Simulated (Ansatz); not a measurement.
## Cs in Ansatz: the effect of target pressure

Crystal: Cs.

```
Cs
1.0
    -2.75008    2.75008    4.09724
     2.75008   -2.75008    4.09724
     2.75008    2.75008   -4.09724
Cs
1
Cartesian
  0.0000 0.0000 0.0000
```

This isn't the form of Cs at room conditions, which is bcc.

Alike in all runs:

* Program: Ansatz 0.2.0
* Task: relaxation of cell and atoms
* Functional: PBEsol
* Potentials or basis: Ansatz PAW
* Cutoff: 420 eV (not typed: the program's choice for these potentials)
* k mesh: 7 × 7 × 7
* Occupations: fermi-dirac, width 0.05 eV
* Spin: no spin polarisation

Each run relaxes the cell or the atoms first.

Problem. One run gave: relaxed volume 31.81 Å³/atom. Which target pressure did it use?
A. 5 GPa
B. 30 GPa
C. 2 GPa
D. 10 GPa
E. 20 GPa

Solution. D.

| target pressure | relaxed volume (Å³/atom) |
| --- | --- |
| 0 GPa | 108.77 |
| 2 GPa | 67.69 |
| 5 GPa | 44.66 |
| 10 GPa | 31.81 |
| 20 GPa | 26.72 |
| 30 GPa | 24.53 |

Caveats: the plane-wave basis is chosen anew once the cell has moved, so the energies of steps on either side of that aren't comparable; the PAW data sets come from PBE, with cores solved anew for the run's functional, which leaves a small shift of forces and pressure; the volume moved by over 15 % at a fixed basis, so the end points are rough (some runs).
